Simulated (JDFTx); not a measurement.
# InP: equation of state with PBE

**What was measured.**

A printed reference work, data compilation reports, for a bulk crystal of InP: bulk modulus 71 GPa.

The system is InP.

```xyz
2
Lattice="0.0000 2.9305 2.9305 2.9305 0.0000 2.9305 2.9305 2.9305 0.0000" Properties=species:S:1:pos:R:3 pbc="T T T"
In    0.0000    0.0000    0.0000
P     4.3957    4.3957    4.3957
```

```json
{"Program": "JDFTx 1.7.0 (patched build)", "Task": "equation of state", "Functional": "PBE", "Potentials or basis": "PseudoDojo-SR-PBE-0.5-standard", "Cutoff": "952 eV", "Density cutoff": "3810 eV", "k mesh": "8 × 8 × 8", "Occupations": "fermi-dirac, width 0.05 eV", "Spin": "no spin polarisation"}
```

```json
{"Equilibrium volume": "26.48 Å³/atom", "Bulk modulus": "60 GPa", "Pressure derivative of the bulk modulus": "4.6"}
```

Energy against volume, from the lowest point:
```csv
volume (Å³/atom),energy (meV/atom)
23.657,68.87
24.160,44.62
24.663,26.21
25.167,13.06
25.670,4.62
26.173,0.41
26.677,0.00
```

Against the measured bulk modulus of InP, 71 GPa (a printed reference work, data compilation), the calculated 60 GPa is off by -16.1 %. The fit is for a static lattice scaled at fixed shape and fixed fractional positions.

 PBE usually gives volumes a little too large and moduli too small.
